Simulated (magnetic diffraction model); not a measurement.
# NaFeTe₂ below its ordering temperature

Space group C2/c (no. 15), a = 6.8740 Å, b = 10.7840 Å, c = 5.3880 Å, β = 112.95°.

```
site  atom       x       y       z
  8f    Te  0.1939  0.8894  0.6010
  4e    Fe     1/2  0.4938     1/4
  4e    Na     1/2  0.8710     1/4
```

This is a made-up structure (elements placed in a structure type, unrelaxed), so the numbers test the method and describe no known phase.

Only Fe is taken to order (form factors of Fe2+); orders and moment sizes are assumed, and not adapted to the symmetry. Radiation: neutrons of λ = 4.2 Å, 8° to 80°; isotropic B of 0.56 Å² (Te), 0.53 Å² (Fe) and 0.73 Å² (Na). The intensities are simulated: I ∝ L Σ (|F_N|² + |F_M⊥|²) for unpolarised neutrons, with F_M = 2.695 fm/μB × Σ f(s) S exp(2πi Q·r) exp(−B s²) at Q = H ± k (one set where k and −k are equivalent), only the part normal to Q counting and L = 1/(sin²θ cos θ). For collinear order S is the moment m, which repeats by lattice and centring translations R with the sign exp(−2πi k·R). Form factors are spin-only for 3d ions and dipole or tabulated for f ions, scattering lengths are Sears's of 1992, and absorption is left out. A label names one of the reflections at its angle. The strongest nuclear line in the range is 100, and lines under 0.2 are left out.

Above the ordering temperature:

```tsv
2θ (°)	index	I
45.25	(1 1 0)	100.0
45.84	(0 2 0)	62.4
55.62	(1 1 -1)	2.4
70.22	(0 2 1)	2.9
```

Below it (cell unchanged):

| 2θ (°) | I |
| --- | --- |
| 45.25 | 100.0 |
| 45.84 | 62.4 |
| 47.37 | 6.9 |
| 55.62 | 2.4 |
| 58.30 | 4.7 |
| 62.73 | 4.1 |
| 62.87 | 1.0 |
| 70.22 | 2.9 |
| 72.15 | 3.2 |
| 72.28 | 1.3 |
| 77.16 | 2.8 |

**Question.** Check that the new lines index with k = (1/2 1/2 0), then choose among these models:
A. collinear moments along [001], 1.7 μB on Fe; signs + at (1/2, 0.4938, 1/4), − at (1/2, 0.5062, 3/4)
B. collinear moments along [001], 1.7 μB on Fe; signs + at (1/2, 0.4938, 1/4), + at (1/2, 0.5062, 3/4)
C. collinear moments along [100], 1.7 μB on Fe; signs + at (1/2, 0.4938, 1/4), + at (1/2, 0.5062, 3/4)
D. collinear moments along [100], 1.7 μB on Fe; signs + at (1/2, 0.4938, 1/4), − at (1/2, 0.5062, 3/4)

The new lines index as (1/2 1/2 -1) at 47.37°, (-1/2 3/2 1) at 58.30°, (1/2 1/2 1) at 62.73° and (-3/2 1/2 1) at 62.87°, that is as H ± k with k = (1/2 1/2 0), one of 2 inequivalent arms of its star (k and −k counted as one), which a powder can't tell apart. Half indices mean that the moments reverse under translations with k·R a half-integer, and the magnetic cell has twice the primitive volume.

Magnetic intensity, observed (below minus above) and for each model:

| 2θ (°) | index | observed | A | B | C | D |
| --- | --- | --- | --- | --- | --- | --- |
| 22.18 | (1/2 1/2 0) | <0.2 | <0.2 | 37.9 | 14.0 | <0.2 |
| 39.26 | (1/2 -3/2 0) | <0.2 | <0.2 | 11.8 | 9.3 | <0.2 |
| 47.37 | (1/2 1/2 -1) | 6.9 | 0.5 | <0.2 | <0.2 | 6.9 |
| 58.30 | (-1/2 3/2 1) | 4.7 | 1.9 | <0.2 | <0.2 | 4.7 |
| 60.94 | (3/2 -1/2 0) | <0.2 | <0.2 | 4.8 | 0.9 | <0.2 |
| 61.90 | (1/2 5/2 0) | <0.2 | <0.2 | 4.6 | 4.2 | <0.2 |
| 62.73 | (1/2 1/2 1) | 4.1 | 2.0 | <0.2 | <0.2 | 4.1 |
| 70.48 | (3/2 3/2 0) | <0.2 | <0.2 | 3.6 | 1.3 | <0.2 |

Model D matches.

The absence at (1/2 1/2 0) is telling: the sublattices cancel there.

The structure used: k = (1/2 1/2 0), collinear moments along [100], 1.7 μB on Fe; signs + at (1/2, 0.4938, 1/4), − at (1/2, 0.5062, 3/4).

[Logs are printed without paths, hosts, clocks, repeated set-up lines and the standing remarks that a program may print on its own settings, such as how far it seeks lower states.]
